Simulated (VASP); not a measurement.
# S: molecular dynamics with a thermostat

S, P4_2/mnm (no. 136), 8 atoms in the cell. PBE, molecular dynamics; PAW potentials S (PBE set).

Ensemble: Nose-Hoover chain; Target temperature (K): 1600.

## Input

INCAR:
```
SYSTEM = S
GGA      = PE             ! functional
PREC     = Normal         ! precision mode
ENCUT    = 260            ! plane-wave cutoff, eV
EDIFF    = 1E-6           ! SCF threshold, eV
NELMIN   = 4            
NELM     = 60             ! most SCF steps
ALGO     = Fast           ! electronic algorithm
LREAL    = Auto         
LASPH    = .TRUE.         ! aspherical terms in the spheres
ISMEAR   = -1             ! smearing method
SIGMA    = 0.069          ! smearing width, eV
ISYM     = 0            
LWAVE    = .FALSE.        ! write WAVECAR
LCHARG   = .FALSE.        ! write CHGCAR
IBRION   = 0              ! ionic algorithm
NSW      = 60             ! ionic steps
POTIM    = 2.0            ! step
TEBEG    = 1600         
ISIF     = 2              ! what is computed and relaxed
RANDOM_SEED= 484922 0 0   
MDALGO   = 4            
NHC_NCHAINS= 3            
NHC_PERIOD= 30           
KPAR     = 2             
```

KPOINTS:
```
k-points
0
Monkhorst-Pack
  2 2 2
```

POSCAR:
```
S
1.0
    5.6780537900      0.0000000000      0.0000000000
    0.0000000000      5.6780537900      0.0000000000
    0.0000000000      0.0000000000      5.8992311600
S
8
Direct
    0.6166086200      0.3833913800      0.0000000000
    0.6166086200      0.3833913800      0.5000000000
    0.3833913800      0.6166086200      0.0000000000
    0.3833913800      0.6166086200      0.5000000000
    0.1166086200      0.1166086200      0.2500000000
    0.1166086200      0.1166086200      0.7500000000
    0.8833913800      0.8833913800      0.2500000000
    0.8833913800      0.8833913800      0.7500000000
```

Commands:
```
cat potpaw_PBE.64/S/POTCAR > POTCAR
mpirun -np 2 vasp_std > vasp.out
```

## Result

- Mean temperature (K): 1147
- Spread of the conserved energy (meV/atom): 2.07
- Rise of the mean potential energy above the start (meV/atom): 103.0
- Electronic steps per ionic step after the first: 6.7

Course of the run:

| Time (fs) | Temperature (K) | Potential energy less the first (meV/atom) | Conserved energy less the first (meV/atom) |
|---|---|---|---|
| 2 | 1619 | 0.0 | 0.00 |
| 12 | 1178 | 50.7 | 0.80 |
| 20 | 923 | 80.9 | 0.92 |
| 30 | 1287 | 43.3 | 0.45 |
| 38 | 1163 | 62.6 | 0.11 |
| 48 | 864 | 103.5 | 0.81 |
| 56 | 1359 | 57.6 | 0.16 |
| 66 | 831 | 133.1 | 1.02 |
| 74 | 762 | 151.1 | 1.07 |
| 84 | 1427 | 95.7 | 0.48 |
| 92 | 1330 | 128.1 | 0.22 |
| 102 | 1052 | 175.0 | 0.86 |
| 110 | 1555 | 132.1 | 0.56 |
| 120 | 985 | 209.5 | 1.40 |

REPORT:
```
MDALGO =   4
           NHC_NCHAINS =   3
            NHC_PERIOD =    30
            NHC_NRESPA =    1
                NHC_NS =  1
               SCALING =       0
                 CNEXP =     9.000   14.000
           RANDOM_SEED =            484922                0                0

   original number of atomic DOF:         21
   number of independent constraints:      0
   number of active DOF:                  21

========================================
         MD step No.       1
========================================

  Atomic velocities initialized by STEP_tb

  >Nose-Hoover_chains
                       xs       vs(fs^-1)
   nhc_s>   0.16423910E-05   0.32844345E-05
   nhc_s>  -0.13889371E-03  -0.27779696E-03
   nhc_s>  -0.13888889E-03  -0.27773919E-03

  >Energies
                    E_tot             E_pot             E_kin               EPS                ES
   e_b>   -0.29481314E+02   -0.30946154E+02    0.14648350E+01    0.38353039E-04   -0.33544710E-04

  >Temperature
               T_sim     T_inst
   tmprt>   1600.000   1618.914

           RANDOM_SEED =            484922               48                0

[... steps left out ...]

========================================
         MD step No.      60
========================================

  >Nose-Hoover_chains
                       xs       vs(fs^-1)
   nhc_s>  -0.53888311E+00  -0.37089287E-02
   nhc_s>   0.76635888E+00   0.39398103E-01
   nhc_s>  -0.10447523E+01   0.14251880E-01

  >Energies
                    E_tot             E_pot             E_kin               EPS                ES
   e_b>   -0.29470146E+02   -0.29269764E+02    0.89097434E+00    0.50733243E+00   -0.15986889E+01

  >Temperature
               T_sim     T_inst
   tmprt>   1600.000    984.692

           RANDOM_SEED =            484922               48                0
```

OSZICAR:
```
N       E                     dE             d eps       ncg     rms          rms(c)
DAV:   1     0.204271625290E+03    0.20427E+03   -0.14271E+04   232   0.819E+02
DAV:   2    -0.159811442601E+02   -0.22025E+03   -0.21188E+03   312   0.197E+02
DAV:   3    -0.309122366585E+02   -0.14931E+02   -0.14627E+02   267   0.604E+01
DAV:   4    -0.312678263171E+02   -0.35559E+00   -0.35376E+00   299   0.102E+01
DAV:   5    -0.312781447402E+02   -0.10318E-01   -0.10311E-01   291   0.155E+00    0.316E+01
RMM:   6    -0.309662466661E+02    0.31190E+00   -0.65115E-01   232   0.304E+00    0.187E+01
RMM:   7    -0.309784139915E+02   -0.12167E-01   -0.11963E+00   236   0.424E+00    0.788E-01
RMM:   8    -0.309531597694E+02    0.25254E-01   -0.38318E-01   232   0.273E+00    0.468E-01
RMM:   9    -0.309457857132E+02    0.73741E-02   -0.28980E-02   232   0.915E-01    0.134E-01
RMM:  10    -0.309475062404E+02   -0.17205E-02   -0.12310E-02   232   0.446E-01    0.166E-01
RMM:  11    -0.309460999768E+02    0.14063E-02   -0.40165E-03   232   0.285E-01    0.478E-02
RMM:  12    -0.309461492366E+02   -0.49260E-04   -0.12112E-03   232   0.148E-01    0.224E-02
[... left out ...]
[... last step whole ...]
       N       E                     dE             d eps       ncg     rms          rms(c)
DAV:   1    -0.292693457494E+02    0.10776E+00   -0.81616E-03   416   0.268E+00    0.163E-01
RMM:   2    -0.292697012229E+02   -0.35547E-03   -0.36772E-03   232   0.336E-01    0.387E-02
RMM:   3    -0.292697492359E+02   -0.48013E-04   -0.50950E-04   247   0.112E-01    0.312E-02
RMM:   4    -0.292697627931E+02   -0.13557E-04   -0.14409E-04   296   0.456E-02    0.277E-02
RMM:   5    -0.292697636056E+02   -0.81254E-06   -0.15826E-05   242   0.152E-02    0.161E-02
RMM:   6    -0.292697636418E+02   -0.36140E-07   -0.21308E-06   139   0.593E-03
     60 T=   985. E= -.29463546E+02 F= -.29269764E+02 E0= -.29253951E+02  EK= 0.89757E+00 SP= -.16E+01 SK= 0.51E+00
```

Limits: 120 fs of 8 atoms are too short for converged averages.

VASP 6.6.1 took 350 s on 2 cores (AMD EPYC 7571), a shared host.
